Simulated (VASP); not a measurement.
A run of VASP 6.6.1:

The input POSCAR:

```
TlBr
1.0
    3.9800000000      0.0000000000      0.0000000000
    0.0000000000      3.9800000000      0.0000000000
    0.0000000000      0.0000000000      3.9800000000
Tl Br
1 1
Direct
    0.0000000000      0.0000000000      0.0000000000
    0.5000000000      0.5000000000      0.5000000000
```

File INCAR.step1:

```
SYSTEM = TlBr
  ALGO = Normal
  EDIFF = 1E-4
  ENCUT = 520
  GGA = PE
  ISMEAR = 0
  LASPH = .TRUE.
  LCHARG = .FALSE.
  LREAL = .FALSE.
  LWAVE = .TRUE.
  NBANDS = 17
  NELM = 100
  PREC = Accurate
  SIGMA = 0.01
```

The input INCAR.step2:

```
SYSTEM = TlBr
  ALGO = Normal
  EDIFF = 1E-6
  ENCUT = 520
  ISIF = 2
  ISMEAR = 0
  ISTART = 1
  LASPH = .TRUE.
  LCHARG = .TRUE.
  LELF = .TRUE.
  LMIXTAU = .TRUE.
  LREAL = .FALSE.
  LVHAR = .TRUE.
  LWAVE = .FALSE.
  METAGGA = R2SCAN
  NBANDS = 17
  NELM = 100
  PREC = Accurate
  SIGMA = 0.01
```

File KPOINTS:

```
k-points
0
G
  4 4 4
  0 0 0
```

Potentials or basis: VASP PAW PBE potentials, release 64 (Tl_d, Br).

Command:

```console
$ cat potpaw_PBE.64/Tl_d/POTCAR potpaw_PBE.64/Br/POTCAR > POTCAR
$ cp INCAR.step1 INCAR
$ mpirun -np 1 vasp_std > vasp.out
$ cp INCAR.step2 INCAR
$ mpirun -np 1 vasp_std > vasp.out
```

Hardware: 1 thread of AMD EPYC 9R14 (Zen 4), with other jobs on the host.

Task: Estimate the wall time of this run.

Result: It took 34 s on 1 thread of AMD EPYC 9R14 (Zen 4), with other jobs on the host, peak memory 0.14 GiB. Counts: scf iterations 10, k points 10.
